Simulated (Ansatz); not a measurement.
# Si: restoring forces

Aim: deform Si (atom 1 (Si) moved by (0.200, 0.000, 0.000) Å) and compute stress, forces and field gradients with LAPW, PAW and all-electron datasets made for the crystal.

Program: Ansatz 0.2.0. Level of theory: DFT PBE, scalar-relativistic. These are calculated values, not measurements.

### 1 Starting point

It takes space group Imma (No. 74, orthorhombic). Conventional cell: a = 4.502 Å, b = 4.737 Å, c = 2.550 Å, α = 90.00°, β = 90.00°, γ = 90.00°. Si (site symmetry mm2) is surrounded by 8 Si at 2.39 to 2.74 Å.

Structure file:

```xyz
2
Lattice="-2.2510 2.3685 1.2750 2.2510 -2.3685 1.2750 2.2510 2.3685 -1.2750" Properties=species:S:1:pos:R:3 pbc="T T T"
Si    0.0000    1.1843    1.4203
Si    2.2510    1.1843   -0.1453
```

Atoms are numbered in the order of the input: Si1, Si2.

### 2 The deformed structure

Space group Imma before, C2/m after.

### 3 All-electron LAPW

input.yaml reads:

```yaml
crystal:
  lattice:
    - [-2.251, 2.3685, 1.275]
    - [2.251, -2.3685, 1.275]
    - [2.251, 2.3685, -1.275]
  atoms:
    - { symbol: Si, position: [0.807, 0.6014247001, 0.2944247001] }
    - { symbol: Si, position: [0.193, 0.443, 0.75] }
kpoints:
  mp_grid: { grid: [16, 16, 11] }
scf:
  occupations: { method: fermi_dirac, width: 0.08 }
hamiltonian:
  xc: pbe
  pseudopotentials: { kind: all_electron, lapw: { basis_error: 0.0005 } }
output:
  forces: true
  stress: true
  eigenvalues: true
```

### 4 PAW on the default files

Edit input.yaml of step 3 so:

```diff
@@ -14,3 +14,3 @@
   xc: pbe
-  pseudopotentials: { kind: all_electron, lapw: { basis_error: 0.0005 } }
+  pseudopotentials: { kind: paw }
 output:
@@ -19 +19,2 @@
   eigenvalues: true
+  efg: { contact_densities: true }
```

### 5 Datasets made for this crystal

Edit input.yaml of step 4 so:

```diff
@@ -14,3 +14,3 @@
   xc: pbe
-  pseudopotentials: { kind: paw }
+  pseudopotentials: { kind: all_electron, datasets: crystal }
 output:
```

(Steps that only read results are left out.)

**Question.** What will these runs give? Wanted: pressure; largest shear or deviatoric stress; force on Si1 along the move.

**Answer**, as computed:

| quantity | value |
| --- | --- |
| pressure | LAPW 18.52, PAW 18.54, crystal datasets 18.51 GPa |
| largest shear or deviatoric stress (LAPW) | 4.70 GPa |
| force on Si1 along the move | -1.350 eV/Å |

Si1 feels a force against its move; no run of the undisplaced cell is shown, so any force that was there before is in it. No run of the undeformed cell stands beside it, so the pressure holds what the given cell had before the change. PAW: stress within 0.04 GPa of LAPW, forces within 1 meV/Å. Crystal datasets: stress within 0.01 GPa of LAPW, forces within 1 meV/Å. The k mesh doesn't keep the crystal's whole symmetry, which leaves small spurious terms.
